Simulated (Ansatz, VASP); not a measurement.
# Zr: VASP beside Ansatz

File INCAR:

```
SYSTEM = Zr
  PREC = Accurate
  ENCUT = 520
  EDIFF = 1E-6
  ISMEAR = -1
  SIGMA = 0.05
  LREAL = .False.
  LASPH = .True.
  NELM = 60
  ALGO = Normal
  ISIF = 2
  LWAVE = .False.
  LCHARG = .False.
  GGA = PE
  NBANDS = 12
```

Contents of KPOINTS:

```
Automatic mesh
0
Gamma
  13 13 13
  0 0 0
```

File POSCAR:

```
Zr
1.0
    2.9684278331      0.0000000000      0.0000000000
    0.0000000000      2.9684278331      0.0000000000
    0.0000000000      0.0000000000      2.9684278331
Zr
1
Direct
    0.0000000000      0.0000000000      0.0000000000
```

Input for Ansatz:

```yaml
crystal:
  lattice:
    - [2.9684278331, 0.0, 0.0]
    - [0.0, 2.9684278331, 0.0]
    - [0.0, 0.0, 2.9684278331]
  atoms:
    - { symbol: Zr, position: [0.0, 0.0, 0.0] }
kpoints:
  mp_grid: { grid: [13, 13, 13] }
scf:
  occupations: { method: fermi_dirac, width: 0.05 }
hamiltonian:
  xc: pbe
  pseudopotentials: { kind: all_electron, lapw: { basis_error: 0.0005 } }
output:
  forces: true
  stress: true
  eigenvalues: true
```

Change from the starting cell: volume scaled by 1.05.

Alike in both runs: task single point; functional PBE; k mesh 13 × 13 × 13; occupations fermi-dirac, width 0.05 eV; no spin polarisation.

```csv
,VASP,Ansatz
version,VASP 6.6.1,Ansatz 0.2.0
potentials or method,"VASP PAW PBE potentials, release 64 (Zr_sv)","all-electron LAPW, scalar-relativistic"
plane-wave cutoff (eV),520,see its input
```

```tsv
	VASP	Ansatz	Ansatz less VASP
pressure (GPa)	-3.2	-3.2	-0.02
```

Ansatz ran all-electron here, so the differences hold the error of VASP's frozen core and of both bases.
